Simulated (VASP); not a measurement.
# Bi (P6_3/mmc) in VASP: density of states with PBE

Aim: the density of states of Bi with PBE.

Everything below comes from runs of VASP 6.6.1. Logs are shortened: lines on timing, memory, paths and dates and some standing lists are left out, and cuts for length are marked.

## Step 1: Starting point

Symmetry: P6_3/mmc, No. 194, hexagonal system. Conventional cell: a = 3.546 Å, b = 3.546 Å, c = 5.825 Å, α = 90.00°, β = 90.00°, γ = 120.00°. Bi (site symmetry -6m2) has 12 Bi at 3.55 to 3.56 Å as nearest neighbours.

The cell was built by a generator and needn't be a form met in nature.

## Step 2: Density of states, PBE

The input, POSCAR:

```
Bi
1.0
    3.5463542130      0.0000000000      0.0000000000
   -1.7731771065      3.0712328392      0.0000000000
    0.0000000000      0.0000000000      5.8253591467
Bi
2
Direct
    0.3333333333      0.6666666667      0.7500000000
    0.6666666667      0.3333333333      0.2500000000
```

The input, INCAR.step1:

```
PREC = Accurate ; ENCUT = 520
EDIFF = 1E-6 ; ISMEAR = 0
SIGMA = 0.05 ; LREAL = False
LASPH = True ; NELM = 100
ALGO = Fast ; ISIF = 2
LWAVE = False ; LCHARG = True
GGA = PE ; NBANDS = 22
```

The input, KPOINTS.step1:

```
Automatic mesh
0
Gamma
  14 14 8
```

The input, INCAR.step2:

```
PREC = Accurate ; ENCUT = 520
EDIFF = 1E-6 ; ISMEAR = -5
SIGMA = 0.05 ; LREAL = False
LASPH = True ; NELM = 100
ALGO = Fast ; ISIF = 2
LWAVE = False ; LCHARG = False
GGA = PE ; LORBIT = 11
NBANDS = 22 ; NEDOS = 2001
ICHARG = 11
```

The input, KPOINTS.step2:

```
Automatic mesh
0
Gamma
  21 21 12
```

Potentials or basis: VASP PAW PBE potentials, release 64 (Bi_d).

The run is started by

```bash
> cat potpaw_PBE.64/Bi_d/POTCAR > POTCAR
> cp INCAR.step1 INCAR
> cp KPOINTS.step1 KPOINTS
> mpirun -np 1 vasp_std > vasp.out
> cp INCAR.step2 INCAR
> cp KPOINTS.step2 KPOINTS
> mpirun -np 1 vasp_std > vasp.out
```

OUTCAR:

```text
PREC = Accurate
   ENCUT = 520
   EDIFF = 1E-6
   ISMEAR = -5
   LREAL = False
   LASPH = True
   NELM = 100
   ISIF = 2
   GGA = PE
   LORBIT = 11
   ICHARG = 11

 ion  position               nearest neighbor table
   1  0.333  0.667  0.750-   2 3.56   2 3.56   2 3.56   2 3.56   2 3.56   2 3.56
   2  0.667  0.333  0.250-   1 3.56   1 3.56   1 3.56   1 3.56   1 3.56   1 3.56

  LATTYP: Found a hexagonal cell.
 ALAT       =     3.5463542130
 C/A-ratio  =     1.6426331936

  Lattice vectors:

 A1 = (   3.5463542130,   0.0000000000,   0.0000000000)
 A2 = (  -1.7731771065,   3.0712328392,   0.0000000000)
 A3 = (   0.0000000000,   0.0000000000,   5.8253591467)

Analysis of symmetry for initial positions (statically):
=====================================================================
 Subroutine PRICEL returns:
 Original cell was already a primitive cell.

 Routine SETGRP: Setting up the symmetry group for a
 hexagonal supercell.

 Subroutine GETGRP returns: Found 24 space group operations
 (whereof 12 operations were pure point group operations)
 out of a pool of 24 trial point group operations.

The static configuration has the point symmetry D_3d.
 The point group associated with its full space group is D_6h.

Analysis of symmetry for dynamics (positions and initial velocities):
=====================================================================
 Subroutine PRICEL returns:
 Original cell was already a primitive cell.

 Routine SETGRP: Setting up the symmetry group for a
 hexagonal supercell.

 Subroutine GETGRP returns: Found 24 space group operations
 (whereof 12 operations were pure point group operations)
 out of a pool of 24 trial point group operations.

The dynamic configuration has the point symmetry D_3d.
 The point group associated with its full space group is D_6h.

 Subroutine INISYM returns: Found 24 space group operations
 (whereof 12 operations are pure point group operations),
 and found     1 'primitive' translations

----------------------------------------------------------------------------------------

                                     Primitive cell

  volume of cell :      63.4479

  direct lattice vectors                    reciprocal lattice vectors
     3.546354213  0.000000000  0.000000000     0.281979729  0.162801072  0.000000000
    -1.773177106  3.071232839  0.000000000     0.000000000  0.325602145  0.000000000
     0.000000000  0.000000000  5.825359147     0.000000000  0.000000000  0.171663236

  length of vectors
     3.546354213  3.546354213  5.825359147     0.325602145  0.325602145  0.171663236

  position of ions in fractional coordinates (direct lattice)
     0.333333333  0.666666667  0.750000000
     0.666666667  0.333333333  0.250000000

  ion indices of the primitive-cell ions
   primitive index   ion index
                 1           1
                 2           2

----------------------------------------------------------------------------------------

 KPOINTS: Automatic mesh

Automatic generation of k-mesh.
 Grid dimensions read from file:
 generate k-points for:   21   21   12

 Generating k-lattice:

  Cartesian coordinates                     Fractional coordinates (reciprocal lattice)
     0.013427606  0.007752432  0.000000000     0.047619048  0.000000000  0.000000000
     0.000000000  0.015504864  0.000000000     0.000000000  0.047619048  0.000000000
     0.000000000  0.000000000  0.014305270     0.000000000  0.000000000  0.083333333

  Length of vectors
     0.015504864  0.015504864  0.014305270

  Shift w.r.t. Gamma in fractional coordinates (k-lattice)
     0.000000000  0.000000000  0.000000000

 TETIRR: Found   5376 inequivalent tetrahedra from    31752

 Subroutine IBZKPT returns following result:
 ===========================================

 Found    336 irreducible k-points:

 Following reciprocal coordinates:
            Coordinates               Weight
  0.000000  0.000000  0.000000      1.000000
  0.047619 -0.000000  0.000000      6.000000
  0.095238 -0.000000  0.000000      6.000000
  0.142857 -0.000000  0.000000      6.000000
  0.190476 -0.000000  0.000000      6.000000
  0.238095 -0.000000  0.000000      6.000000
[... 16 lines left out ...]
  0.142857  0.095238  0.000000     12.000000
  0.190476  0.095238  0.000000     12.000000
 [... further k-points ...]
   k-points           NKPTS =    336   k-points in BZ     NKDIM =    336   number of bands    NBANDS=     22
   number of dos      NEDOS =   2001   number of ions     NIONS =      2
   total plane-waves  NPLWV =  37632
   dimension x,y,z NGX =    28 NGY =   28 NGZ =   48
   dimension x,y,z NGXF=    56 NGYF=   56 NGZF=   96
   ions per type =               2
   NGX,Y,Z   is equivalent  to a cutoff of  13.13, 13.13, 13.70 a.u.
   NGXF,Y,Z  is equivalent  to a cutoff of  26.25, 26.25, 27.40 a.u.
 SYSTEM =  unknown system
   PREC   = accura    normal or accurate (medium, high low for compatibility)
   ISTART =      0    job   : 0-new  1-cont  2-samecut
   ICHARG =     11    charge: 1-file 2-atom 10-const
   ISPIN  =      1    spin polarized calculation?
   LNONCOLLINEAR =      F non collinear calculations
   LSORBIT =      F    spin-orbit coupling
   LASPH  =      T    aspherical Exc in radial PAW
   ENCUT  =  520.0 eV  38.22 Ry    6.18 a.u.   6.59  6.59 10.83*2*pi/ulx,y,z
   NELM   =    100;   NELMIN=  2; NELMDL=  0     # of ELM steps
   EDIFF  = 0.1E-05   stopping-criterion for ELM
   LREAL  =      F    real-space projection
   EDIFFG = 0.1E-04   stopping-criterion for IOM
   NSW    =      0    number of steps for IOM
   IBRION =     -1    ionic relax: 0-MD 1-quasi-New 2-CG
   NFREE  =      0    steps in history (QN), initial steepest desc. (CG)
   ISIF   =      2    stress and relaxation
   ISYM   =      2    0-nonsym 1-usesym 2-fastsym
   POTIM  = 0.5000    time-step for ionic-motion
   TEBEG  =    0.0;   TEEND  =   0.0 temperature during run
   PSTRESS=    0.0 pullay stress
   NELECT =      30.0000    total number of electrons
   NUPDOWN=      -1.0000    fix difference up-down
   EMIN   =  10.00;   EMAX   =-10.00  energy-range for DOS
   EFERMI =   0.00;   METHOD = LEGACY
   ISMEAR =    -5;   SIGMA  =   0.05  broadening in eV -4-tet -1-fermi 0-gaus
   EFERMI_NEDOS =   21; number of points for ismear=-14 and -15
   IALGO  =     68    algorithm
   IMIX   =      4    mixing-type and parameters
     AMIX     =   0.40;   BMIX     =  1.00
     AMIX_MAG =   1.60;   BMIX_MAG =  1.00
  volume/ion in A,a.u.               =      31.72       214.08
  Fermi-wavevector in a.u.,A,eV,Ry     =   1.275389  2.410136 22.131476  1.626618
  Thomas-Fermi vector in A             =   2.408104
   LORBIT       =     11    0 simple, 1 ext, 2 COOP (PROOUT), +10 PAW based schemes
   GGA     = PE    functional components
   LHFCALC =     F    Hartree Fock is set to
   AEXX    =    0.0000 exact exchange contribution
   IVDW    =     0    specifies the selected vdW correction
   LEPSILON=     F    determine dielectric tensor
   LRPA    =     F    only Hartree local field effects (RPA)
 non-spin polarized calculation
 RMM-DIIS sequential band-by-band and
 Fermi weights with tetrahedron method with Bloechl corrections
  energy-cutoff  :      520.00
  volume of cell :       63.45
 maximum number of plane-waves:      1737
 NGX is ok and might be reduce to    28

 number of electron      30.0000003 magnetization

 Free energy of the ion-electron system (eV)
  ---------------------------------------------------
  ext. energy  EPLUGINS =         0.00000000
  ---------------------------------------------------
  free energy    TOTEN  =        -7.49257270 eV

  energy without entropy =       -7.49257270  energy(sigma->0) =       -7.49257270

 E-fermi :   7.7892     XC(G=0): -10.2027

 val. band max:        7.8653903700   @ k =   0.1905  -0.0000   0.3333
 cond. band min:       7.7218630704   @ k =   0.2857   0.2381   0.1667
 fundamental gap:     -0.1435272996
 Fermi energy:         7.7891680837

 k-point     1 :       0.0000    0.0000    0.0000
  band No.  band energies     occupation
      1     -15.3252      2.00000
      2     -15.3154      2.00000
      3     -15.3046      2.00000
      4     -15.3046      2.00000
      5     -15.2968      2.00000
      6     -15.2968      2.00000
[... 14 lines left out ...]
     21      17.2781      0.00000
     22      18.1618      0.00000

 k-point     2 :       0.0476   -0.0000    0.0000
  band No.  band energies     occupation
      1     -15.3249      2.00000
      2     -15.3152      2.00000
      3     -15.3036      2.00000
      4     -15.3019      2.00000
      5     -15.2957      2.00000
      6     -15.2941      2.00000
[... 14 lines left out ...]
     21      17.1115      0.00000
     22      18.1824      0.00000

 k-point     3 :       0.0952   -0.0000    0.0000
  band No.  band energies     occupation
      1     -15.3258      2.00000
      2     -15.3142      2.00000
      3     -15.3003      2.00000
      4     -15.2940      2.00000
      5     -15.2914      2.00000
      6     -15.2862      2.00000
[... 14 lines left out ...]
     21      17.2482      0.00000
     22      17.4637      0.00000

 k-point     4 :       0.1429   -0.0000    0.0000
  band No.  band energies     occupation
      1     -15.3310      2.00000
      2     -15.3090      2.00000
      3     -15.2989      2.00000
      4     -15.2859      2.00000
      5     -15.2840      2.00000
      6     -15.2816      2.00000
[... 14 lines left out ...]
     21      16.8390      0.00000
     22      17.3518      0.00000

 k-point     5 :       0.1905   -0.0000    0.0000
  band No.  band energies     occupation
      1     -15.3387      2.00000
      2     -15.3015      2.00000
      3     -15.2983      2.00000
      4     -15.2925      2.00000
      5     -15.2888      2.00000
      6     -15.2660      2.00000
[... 14 lines left out ...]
     21      16.8434      0.00000
     22      17.6646      0.00000

 k-point     6 :       0.2381   -0.0000    0.0000
  band No.  band energies     occupation
      1     -15.3473      2.00000
      2     -15.3021      2.00000
      3     -15.3003      2.00000
      4     -15.2940      2.00000
      5     -15.2889      2.00000
      6     -15.2493      2.00000
[... 14 lines left out ...]
     21      16.5631      0.00000
     22      17.4819      0.00000

 k-point     7 :       0.2857    0.0000    0.0000
  band No.  band energies     occupation
      1     -15.3559      2.00000
      2     -15.3085      2.00000
      3     -15.3046      2.00000
      4     -15.2991      2.00000
      5     -15.2777      2.00000
      6     -15.2340      2.00000
[... 324 lines left out ...]
      6     -15.2498      2.00000
[... 14 lines left out ...]
     21      16.1362      0.00000
     22      17.7635      0.00000

 k-point    21 :       0.4762    0.0476    0.0000
  band No.  band energies     occupation
      1     -15.3742      2.00000
      2     -15.3332      2.00000
      3     -15.3101      2.00000
      4     -15.3100      2.00000
      5     -15.2559      2.00000
      6     -15.2480      2.00000
[... 14 lines left out ...]
     21      16.1110      0.00000
     22      17.7555      0.00000

 k-point    22 :       0.0952    0.0952    0.0000
  band No.  band energies     occupation
      1     -15.3246      2.00000
      2     -15.3180      2.00000
      3     -15.2922      2.00000
      4     -15.2880      2.00000
      5     -15.2871      2.00000
      6     -15.2865      2.00000
[... 14 lines left out ...]
     21      16.7484      0.00000
     22      16.9480      0.00000

 k-point    23 :       0.1429    0.0952    0.0000
  band No.  band energies     occupation
      1     -15.3293      2.00000
      2     -15.3139      2.00000
      3     -15.2949      2.00000
      4     -15.2912      2.00000
      5     -15.2890      2.00000
      6     -15.2773      2.00000
[... 14 lines left out ...]
     21      16.3923      0.00000
     22      16.8589      0.00000

 k-point    24 :       0.1905    0.0952    0.0000
  band No.  band energies     occupation
      1     -15.3371      2.00000
      2     -15.3060      2.00000
      3     -15.3032      2.00000
      4     -15.2952      2.00000
      5     -15.2874      2.00000
      6     -15.2627      2.00000
[... 14 lines left out ...]
     21      16.9413      0.00000
     22      16.9839      0.00000

 [... further k-points ...]

------------------------ aborting loop because EDIFF is reached ----------------------------------------

  FORCE on cell =-STRESS in cart. coord.  units (eV):
  Direction    XX          YY          ZZ          XY          YZ          ZX
  --------------------------------------------------------------------------------------
  -------------------------------------------------------------------------------------
  Total       -0.1956281     -0.1956281      0.0504400      0.0000000      0.0000000      0.0000000
  in kB       -4.9399701     -4.9399701      1.2737026      0.0000000      0.0000000      0.0000000
  external PRESSURE =      -2.8687458 kB  Pullay stress =       0.0000000 kB

 VOLUME and BASIS-vectors are now :
 -----------------------------------------------------------------------------
  energy-cutoff  :      520.00
  volume of cell :       63.45
      direct lattice vectors                 reciprocal lattice vectors
     3.546354213  0.000000000  0.000000000     0.281979729  0.162801072  0.000000000
    -1.773177106  3.071232839  0.000000000     0.000000000  0.325602145  0.000000000
     0.000000000  0.000000000  5.825359147     0.000000000  0.000000000  0.171663236

 POSITION                                       TOTAL-FORCE (eV/Angst)
 -----------------------------------------------------------------------------------
     -0.00000      2.04749      4.36902        -0.000000      0.000000      0.000000
      1.77318      1.02374      1.45634         0.000000     -0.000000     -0.000000
 -----------------------------------------------------------------------------------
    total drift:                               -0.000000      0.000000      0.000000

  FREE ENERGIE OF THE ION-ELECTRON SYSTEM (eV)
  ---------------------------------------------------
  free  energy   TOTEN  =        -7.4925727022 eV

  energy  without entropy=       -7.4925727022  energy(sigma->0) =       -7.49257270

 total charge

# of ion       s       p       d       tot
------------------------------------------
    1        1.562   1.238   9.918  12.718
    2        1.562   1.238   9.918  12.718
--------------------------------------------------
tot          3.124   2.476  19.836  25.435
```

Run time: 3.5 min. Hardware: 1 thread of Intel Xeon 6975P-C (Granite Rapids), shared host; peak memory 0.45 GiB.

Results:

- Valence electrons inside the program's atomic spheres: Bi 12.72

Levels at points of the mesh, in eV from the Fermi level:
```tsv
k point	band 11	band 12	band 13	band 14	band 15	band 16	band 17	band 18	band 19	band 20
(0.00, 0.00, 0.00)	-13.50	-10.78	-5.21	3.30	3.30	4.78	4.78	4.79	6.92	7.92
(0.00, 0.00, 0.50)	-12.49	-12.49	-1.18	-1.18	4.00	4.00	4.00	4.00	7.84	7.84
```

States per cell in windows of 1 eV (zero at the Fermi level; states under -8 eV left out):
```
from (eV)  total  Bi1_p  Bi2_p  Bi1_d  Bi2_d  Bi1_s  Bi2_s
     -8.0   0.00   0.00   0.00   0.00   0.00   0.00   0.00
     -7.0   0.00   0.00   0.00   0.00   0.00   0.00   0.00
     -6.0   0.01   0.00   0.00   0.00   0.00   0.00   0.00
     -5.0   0.89   0.17   0.17   0.00   0.00   0.01   0.01
     -4.0   1.53   0.30   0.30   0.01   0.01   0.03   0.03
     -3.0   1.14   0.23   0.23   0.01   0.01   0.03   0.03
     -2.0   1.23   0.26   0.26   0.01   0.01   0.02   0.02
     -1.0   1.24   0.27   0.27   0.01   0.01   0.02   0.02
      0.0   1.47   0.35   0.35   0.02   0.02   0.02   0.02
      1.0   1.63   0.41   0.41   0.02   0.02   0.01   0.01
      2.0   1.72   0.48   0.48   0.02   0.02   0.01   0.01
      3.0   0.85   0.26   0.26   0.01   0.01   0.00   0.00
      4.0   0.40   0.10   0.10   0.01   0.01   0.00   0.00
      5.0   0.80   0.02   0.02   0.06   0.06   0.01   0.01
      6.0   1.37   0.06   0.06   0.09   0.09   0.02   0.02
      7.0   1.75   0.08   0.08   0.13   0.13   0.02   0.02
```

Caveat: spin-orbit coupling is left out, which moves the levels of the heavy elements; tetrahedron occupations give inexact forces and stress in metals.
